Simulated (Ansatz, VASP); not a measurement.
# InAs: VASP beside Ansatz

File POSCAR:

```
InAs
1.0
    0.0000000000      2.9926414641      2.9926414641
    2.9926414641      0.0000000000      2.9926414641
    2.9926414641      2.9926414641      0.0000000000
In As
1 1
Direct
    0.0000000000      0.0000000000      0.0000000000
    0.2500000000      0.2500000000      0.2500000000
```

Contents of INCAR.step1:

```
PREC = Accurate ; ENCUT = 520
ISMEAR = -1 ; SIGMA = 0.1
LREAL = False ; LASPH = True
NELM = 60 ; NBANDS = 16
GGA = PE ; ALGO = Normal
EDIFF = 1E-4 ; LWAVE = True
LCHARG = False
```

Contents of INCAR.step2:

```
PREC = Accurate ; ENCUT = 520
EDIFF = 1E-6 ; ISMEAR = -1
SIGMA = 0.1 ; LREAL = False
LASPH = True ; NELM = 60
ALGO = Normal ; ISIF = 2
LWAVE = False ; LCHARG = True
METAGGA = R2SCAN ; LMIXTAU = True
LELF = True ; LVHAR = True
NBANDS = 16 ; ISTART = 1
```

Contents of KPOINTS:

```
Automatic mesh
0
Gamma
  11 11 11
```

Input for Ansatz:

```yaml
crystal:
  lattice:
    - [0.0, 2.9926414641, 2.9926414641]
    - [2.9926414641, 0.0, 2.9926414641]
    - [2.9926414641, 2.9926414641, 0.0]
  atoms:
    - { symbol: In, position: [0.0, 0.0, 0.0] }
    - { symbol: As, position: [0.25, 0.25, 0.25] }
kpoints:
  mp_grid: { grid: [11, 11, 11] }
scf:
  occupations: { method: fermi_dirac, width: 0.1 }
hamiltonian:
  xc: r2scan
  pseudopotentials: { kind: paw }
output:
  forces: true
  stress: true
  eigenvalues: true
  populations: true
```

Change from the starting cell: volume scaled by 0.94, PAW files.

Alike in both runs: task single point; functional r2SCAN; k mesh 11 × 11 × 11; occupations fermi-dirac, width 0.1 eV; no spin polarisation.

```csv
,VASP,Ansatz
version,VASP 6.6.1,Ansatz 0.2.0
potentials or method,"VASP PAW PBE potentials, release 64 (In_d, As)","PAW with Ansatz's default frozen-core files, scalar-relativistic"
plane-wave cutoff (eV),520,500
valence electrons in the cell,18,28
```

|  | VASP | Ansatz | Ansatz less VASP |
| --- | --- | --- | --- |
| pressure (GPa) | 4.1 | 4.1 | -0.01 |

The two sets of potentials don't hold the same shells in valence.

Caveats: the PAW data sets were made with another functional, which shifts forces and pressure a little (VASP); spin-orbit coupling is left out, which moves the levels of the heavy elements.
